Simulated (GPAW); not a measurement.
Runs of GPAW 26.7.0 on SiC (Moissanite). It takes space group P6_3mc (No. 186, hexagonal). The conventional cell has a = 3.076 Å, b = 3.076 Å, c = 5.048 Å, α = 90.00°, β = 90.00°, γ = 120.00°. Si (site symmetry 3m) has 4 C at 1.87 to 1.94 Å as nearest neighbours. C (site symmetry 3m) is surrounded by 4 Si at 1.87 to 1.94 Å. 

```csv
task,level,potentials or basis,cell,k mesh,cutoff (eV),maxiter,optimizer,fmax,max steps,band path,grid spacing,gap on the mesh (eV),pressure (GPa),relaxed volume (Å³/atom),largest force (eV/Å)
relaxation of cell and atoms,TASK,"GPAW PAW data sets (gpaw-data 1.2.1), pw",relaxed,7 × 7 × 4,800,150,BFGS,0.02 eV/Å,40,-,-,(a),0.0,10.73,-
band structure,PBE,"GPAW PAW data sets (gpaw-data 1.2.1), fd",as given,7 × 7 × 4,-,150,-,-,-,"GMKGALHA,LM,KH",0.16 Å,-,-,-,(d)
band structure,vdW-DF2,"GPAW PAW data sets (gpaw-data 1.2.1), pw",as given,7 × 7 × 4,800,150,-,-,-,"GMKGALHA,LM,KH",-,(b),-,-,0.79
band structure,vdW-DF-cx,"GPAW PAW data sets (gpaw-data 1.2.1), pw",as given,7 × 7 × 4,800,150,-,-,-,"GMKGALHA,LM,KH",-,-,-,-,0.78
single point,PBEsol,"PAW data sets generated in the run's folder for this functional, pw",as given,8 × 8 × 4,600,80,-,-,-,-,-,2.42,1.7,-,0.76
relaxation of cell and atoms,r2SCAN+D3(BJ),"GPAW PAW data sets (gpaw-data 1.2.1), pw",relaxed,7 × 7 × 4,800,150,LBFGS,0.02 eV/Å,100,-,-,3.00,-0.1,10.29,0.02
band structure,PBEsol,"PAW data sets generated in the run's folder for this functional, pw",as given,7 × 7 × 4,800,150,-,-,-,"GMKGALHA,LM,KH",-,-,(c),-,0.76
```

Alike in all rows: no spin polarisation; smearing fermi-dirac 0.05 eV.

Task: Fill in the values left out.

Result: (a) 3.45; (b) 3.13; (c) 1.5; (d) 0.77.

Caveats: the PAW data sets were made with another functional, which shifts forces and pressure a little (some runs); later steps reuse the first step's grids (some runs); an odd mesh through Γ misses points on the zone boundary, where band edges often lie (some runs); the real-space grid adds noise to forces (some runs); the mesh misses the band edges, which the band path finds closer together (some runs); the cutoff is short for stress and forces, so pressures can be off by a GPa or more (some runs).

Not every run made on this cell is shown here.
